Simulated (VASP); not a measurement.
# Mo in VASP: settings compared, part 3 of 3

VASP 6.6.1.

## (4) Single point, rev-vdW-DF2

INCAR reads:

```
PREC = Accurate
ENCUT = 400
EDIFF = 1E-6
ISMEAR = 1
SIGMA = 0.1
LREAL = Auto
LASPH = True
NELM = 60
ALGO = Fast
ISIF = 2
LWAVE = False
LCHARG = False
GGA = MK
LUSE_VDW = True
AGGAC = 0.0
PARAM1 = 0.1234
PARAM2 = 0.711357
ZAB_VDW = -1.8867
NBANDS = 343
ISYM = 0
```

KPOINTS reads:

```
regular mesh
0
Gamma
  4 4 1
```

POSCAR reads:

```
Mo
1.0
    9.4500000000      0.0000000000      0.0000000000
    0.0000000000      9.4500000000      0.0000000000
    0.0000000000      0.0000000000     22.8000000000
Mo
45
Direct
    0.0000000000      0.0000000000      0.1096000000
    0.3333000000      0.0000000000      0.1096000000
    0.6667000000      0.0000000000      0.1096000000
    0.0000000000      0.3333000000      0.1096000000
    0.3333000000      0.3333000000      0.1096000000
    0.6667000000      0.3333000000      0.1096000000
    0.0000000000      0.6667000000      0.1096000000
    0.3333000000      0.6667000000      0.1096000000
    0.6667000000      0.6667000000      0.1096000000
    0.1667000000      0.1667000000      0.1787000000
    0.5000000000      0.1667000000      0.1787000000
    0.8333000000      0.1667000000      0.1787000000
    0.1667000000      0.5000000000      0.1787000000
    0.5000000000      0.5000000000      0.1787000000
    0.8333000000      0.5000000000      0.1787000000
    0.1667000000      0.8333000000      0.1787000000
    0.5000000000      0.8333000000      0.1787000000
    0.8333000000      0.8333000000      0.1787000000
    0.9998000000      0.9997000000      0.2462000000
    0.3331000000      0.9997000000      0.2472000000
    0.6670000000      0.9996000000      0.2445000000
    0.9996000000      0.3331000000      0.2471000000
    0.3332000000      0.3335000000      0.2435000000
    0.6671000000      0.3336000000      0.2471000000
    0.9995000000      0.6671000000      0.2445000000
    0.3335000000      0.6671000000      0.2472000000
    0.6670000000      0.6669000000      0.2462000000
    0.1699000000      0.1699000000      0.3168000000
    0.4989000000      0.1679000000      0.3176000000
    0.8310000000      0.1612000000      0.3154000000
    0.1676000000      0.4991000000      0.3178000000
    0.4969000000      0.4968000000      0.3169000000
    0.8358000000      0.5051000000      0.3155000000
    0.1617000000      0.8308000000      0.3155000000
    0.5054000000      0.8357000000      0.3154000000
    0.8336000000      0.8331000000      0.3192000000
    0.0188000000      0.0180000000      0.3792000000
    0.3231000000      0.9709000000      0.3803000000
    0.6574000000      0.0088000000      0.3775000000
    0.9714000000      0.3213000000      0.3802000000
    0.3324000000      0.3343000000      0.3779000000
    0.6958000000      0.3433000000      0.3802000000
    0.0057000000      0.6613000000      0.3773000000
    0.3451000000      0.6953000000      0.3803000000
    0.6488000000      0.6480000000      0.3792000000
```

Potentials or basis: VASP PAW PBE potentials, release 64 (Mo_sv).

Command:

```console
> cat potpaw_PBE.64/Mo_sv/POTCAR > POTCAR
> mpirun -np 8 vasp_std > vasp.out
```

OUTCAR:

```text
PREC = Accurate
   ENCUT = 400
   EDIFF = 1E-6
   ISMEAR = 1
   LREAL = Auto
   LASPH = True
   NELM = 60
   ISIF = 2
   GGA = MK
   ISYM = 0

 ion  position               nearest neighbor table
   1  0.000  0.000  0.110-  10 2.73  12 2.73  16 2.73  18 2.73  19 3.11   3 3.15   4 3.15   7 3.15
                             2 3.15
   2  0.333  0.000  0.110-  10 2.73  16 2.73  11 2.73  17 2.73  20 3.14   8 3.15   1 3.15   5 3.15
                             3 3.15
   3  0.667  0.000  0.110-  12 2.73  18 2.73  17 2.73  11 2.73  21 3.08   9 3.15   1 3.15   6 3.15
                             2 3.15
   4  0.000  0.333  0.110-  10 2.73  12 2.73  13 2.73  15 2.73  22 3.14   6 3.15   1 3.15   5 3.15
                             7 3.15
   5  0.333  0.333  0.110-  10 2.73  11 2.73  13 2.73  14 2.73  23 3.05   4 3.15   2 3.15   8 3.15
                             6 3.15
   6  0.667  0.333  0.110-  12 2.73  11 2.73  15 2.73  14 2.73  24 3.14   4 3.15   3 3.15   9 3.15
                             5 3.15
   7  0.000  0.667  0.110-  16 2.73  18 2.73  13 2.73  15 2.73  25 3.08   9 3.15   1 3.15   8 3.15
                             4 3.15
   8  0.333  0.667  0.110-  16 2.73  13 2.73  17 2.73  14 2.73  26 3.14   7 3.15   2 3.15   9 3.15
                             5 3.15
   9  0.667  0.667  0.110-  18 2.73  17 2.73  15 2.73  14 2.73  27 3.11   7 3.15   3 3.15   8 3.15
[... 59 lines left out ...]
  39  0.657  0.009  0.377-  29 2.52  35 2.60  30 2.60  36 2.70  21 3.04  38 3.18  42 3.18  45 3.41
                            37 3.42
  40  0.971  0.321  0.380-  30 2.50  42 2.61  33 2.61  28 2.77  31 2.88  37 2.90  22 3.05  43 3.23
                            41 3.41
  41  0.332  0.334  0.378-  32 2.59  28 2.59  31 2.59  29 2.62  23 3.06  44 3.41  40 3.41  42 3.44
                            38 3.44
  42  0.696  0.343  0.380-  33 2.50  30 2.60  40 2.61  32 2.78  29 2.87  45 2.91  24 3.05  39 3.18
                            41 3.44
  43  0.006  0.661  0.377-  31 2.56  34 2.59  33 2.60  36 2.65  25 3.03  44 3.22  40 3.23  37 3.37
                            45 3.38
  44  0.345  0.695  0.380-  35 2.50  34 2.61  38 2.61  32 2.77  31 2.88  45 2.90  26 3.05  43 3.22
                            41 3.41
  45  0.649  0.648  0.379-  32 2.47  33 2.66  35 2.66  36 2.83  44 2.90  42 2.91  27 3.04  43 3.38
                            39 3.41

IMPORTANT INFORMATION: All symmetrisations will be switched off!
NOSYMM: (Re-)initialisation of all symmetry stuff for point group C_1.

[... 202 lines left out ...]
  volume of cell :     2036.10
 maximum number of plane-waves:     37074
 NGX is ok and might be reduce to    64
   NGX = 31   NGY = 31   NGZ = 75

 number of electron     630.0000028 magnetization

 Free energy of the ion-electron system (eV)
  ---------------------------------------------------
  ext. energy  EPLUGINS =         0.00000000
  ---------------------------------------------------
  free energy    TOTEN  =      -336.45997038 eV

  energy without entropy =     -336.47386118  energy(sigma->0) =     -336.46460065

 E-fermi :   1.5714     XC(G=0):  -5.9514

 val. band max:        1.5657447468   @ k =  -0.2500   0.2500   0.0000
 cond. band min:       1.5812112298   @ k =  -0.2500   0.5000   0.0000
 fundamental gap:      0.0154664830
 Fermi energy:         1.5714426590

 k-point     1 :       0.0000    0.0000    0.0000
  band No.  band energies     occupation
      1     -59.5862      2.00000
      2     -59.4924      2.00000
      3     -59.4872      2.00000
      4     -59.4866      2.00000
      5     -59.4843      2.00000
      6     -59.4441      2.00000
[... 3289 lines left out ...]
    326       1.8873     -0.00008
    327       1.9336     -0.00000
 [bands above 327 left out]

------------------------ aborting loop because EDIFF is reached ----------------------------------------

  FORCE on cell =-STRESS in cart. coord.  units (eV):
  Direction    XX          YY          ZZ          XY          YZ          ZX
  --------------------------------------------------------------------------------------
  -------------------------------------------------------------------------------------
  Total      -53.0065901    -53.0040388    -17.8658823      2.9656950     -0.0388065      0.0728012
  in kB      -41.7101724    -41.7081649    -14.0584224      2.3336655     -0.0305363      0.0572863
  external PRESSURE =     -32.4922532 kB  Pullay stress =       0.0000000 kB

 VOLUME and BASIS-vectors are now :
 -----------------------------------------------------------------------------
  energy-cutoff  :      400.00
  volume of cell :     2036.10
      direct lattice vectors                 reciprocal lattice vectors
     9.450000000  0.000000000  0.000000000     0.105820106  0.000000000  0.000000000
     0.000000000  9.450000000  0.000000000     0.000000000  0.105820106  0.000000000
     0.000000000  0.000000000 22.800000000     0.000000000  0.000000000  0.043859649

 POSITION                                       TOTAL-FORCE (eV/Angst)
 -----------------------------------------------------------------------------------
      0.00000      0.00000      2.49888        -0.050305     -0.047463      1.213514
      3.14969      0.00000      2.49888         0.029626      0.116166      1.251055
      6.30031      0.00000      2.49888         0.004660     -0.006488      1.171146
      0.00000      3.14969      2.49888         0.114394      0.013229      1.243487
      3.14969      3.14969      2.49888        -0.017816      0.016701      1.052317
      6.30031      3.14969      2.49888        -0.116187     -0.031226      1.246302
[... 37 lines left out ...]
      3.26120      6.57059      8.67084         0.013149     -0.308954      0.065740
      6.13116      6.12360      8.64576        -0.025554     -0.033464      0.062132
 -----------------------------------------------------------------------------------
    total drift:                               -0.000761     -0.000002      0.003772

  FREE ENERGIE OF THE ION-ELECTRON SYSTEM (eV)
  ---------------------------------------------------
  free  energy   TOTEN  =      -336.4599703795 eV

  energy  without entropy=     -336.4738611828  energy(sigma->0) =     -336.46460065

Total vdW correction in eV:     80.2874079
```

OSZICAR:

```text
N       E                     dE             d eps       ncg     rms          rms(c)
DAV:   1     0.588039149891E+04    0.58804E+04   -0.37118E+05  9768   0.137E+03
DAV:   2    -0.587227867365E+02   -0.59391E+04   -0.58508E+04  7608   0.443E+02
DAV:   3    -0.360999418540E+03   -0.30228E+03   -0.29359E+03  9488   0.720E+01
[... 37 lines left out ...]
RMM:  41    -0.336459963948E+03   -0.71443E-05   -0.27962E-05  4370   0.119E-03    0.705E-04
RMM:  42    -0.336459967045E+03   -0.30967E-05   -0.23069E-05  2580   0.888E-04    0.723E-04
RMM:  43    -0.336459968487E+03   -0.14415E-05   -0.16123E-05  2162   0.752E-04    0.527E-04
RMM:  44    -0.336459969638E+03   -0.11511E-05   -0.11715E-05  2019   0.678E-04    0.513E-04
RMM:  45    -0.336459970379E+03   -0.74177E-06   -0.81041E-06  1722   0.597E-04
   1 F= -.33645997E+03 E0= -.33646460E+03  d E =0.138908E-01
```

stdout:

```text
POSCAR found type information on POSCAR Mo
 POSCAR found :  1 types and      45 ions
 scaLAPACK will be used
 -----------------------------------------------------------------------------
|                                                                             |
|           W    W    AA    RRRRR   N    N  II  N    N   GGGG   !!!           |
[... 52 lines left out ...]
|     I found NBANDS = 343. Now, NBANDS = 344.                                |
|                                                                             |
 -----------------------------------------------------------------------------

 POSCAR, INCAR and KPOINTS ok, starting setup
 FFT: planning ... GRIDC
 FFT: planning ... GRID_SOFT
 FFT: planning ... GRID
 WAVECAR not read
 entering main loop
```

Wall time 45 min (8 MPI ranks of Intel Xeon 6975P-C (Granite Rapids), shared host); peak memory 0.97 GiB.

Results:

```
Free energy            : -336.4600 eV
Largest force          : 1.396 eV/Å
Band gap on the k mesh : none (metal or under the smearing width)
```

Forces on the atoms (eV/Å):
```
Mo  -0.050 -0.047  1.214
Mo   0.030  0.116  1.251
Mo   0.005 -0.006  1.171
Mo   0.114  0.013  1.243
Mo  -0.018  0.017  1.052
Mo  -0.116 -0.031  1.246
Mo  -0.032  0.033  1.173
Mo  -0.018 -0.112  1.250
Mo   0.047  0.052  1.214
Mo   0.009  0.008 -1.299
Mo   0.009 -0.013 -1.269
Mo   0.000 -0.057 -1.395
Mo   0.003 -0.002 -1.252
Mo  -0.012 -0.009 -1.294
Mo   0.023  0.054 -1.394
Mo  -0.053 -0.013 -1.387
Mo   0.048  0.008 -1.393
Mo   0.015 -0.006 -1.228
Mo   0.000 -0.007 -0.002
Mo   0.002  0.008 -0.003
Mo   0.008 -0.003 -0.033
Mo   0.019  0.004  0.026
Mo  -0.003  0.010  0.233
Mo  -0.021  0.000  0.027
Mo   0.003  0.007 -0.043
Mo   0.008 -0.027  0.000
Mo  -0.002 -0.001 -0.001
Mo   0.028  0.019  0.090
Mo  -0.041  0.030  0.082
Mo  -0.027 -0.043  0.067
Mo   0.020 -0.024  0.079
Mo  -0.031 -0.025  0.066
Mo   0.020  0.022  0.080
Mo  -0.040 -0.006  0.072
Mo   0.035  0.018  0.084
Mo  -0.008  0.006  0.090
Mo   0.034  0.027  0.060
Mo  -0.012  0.308  0.064
Mo   0.021 -0.001  0.029
Mo   0.321  0.004  0.076
Mo  -0.004  0.001 -0.276
Mo  -0.310  0.019  0.075
Mo  -0.009 -0.007  0.027
Mo   0.013 -0.309  0.066
Mo  -0.026 -0.033  0.062
```

Levels at points of the mesh, in eV from the Fermi level:
```csv
k point,band 313,band 314,band 315,band 316,band 317,band 318
"(0.00, 0.00, 0.00)",-0.10,-0.06,-0.01,0.05,0.10,0.13
"(0.50, 0.00, 0.00)",-0.10,-0.09,-0.06,-0.03,-0.02,0.13
"(0.00, 0.50, 0.00)",-0.10,-0.09,-0.06,-0.03,-0.02,0.13
"(0.50, 0.50, 0.00)",0.05,0.06,0.09,0.10,0.15,0.15
```

Caveat: the PAW data sets were made with another functional, which shifts forces and pressure a little.

## (5) The runs side by side

```tsv
level	gap on the mesh (eV)	largest force (eV/Å)
PBE+D3(BJ)	none	1.32
optB86b-vdW	none	1.40
rev-vdW-DF2	none	1.40
```

Alike in all rows: task single point; potentials or basis VASP PAW PBE potentials, release 64 (Mo_sv); no spin polarisation; cell as given; k mesh 4 × 4 × 1; cutoff (eV) 400; smearing methfessel-paxton 0.1 eV.

Every run on the cell as given and a fine mesh finds a metal.

Caveats: the PAW data sets were made with another functional, which shifts forces and pressure a little (some runs).

Total energies depend on the potentials used, so only differences within one code and one set of settings carry meaning.
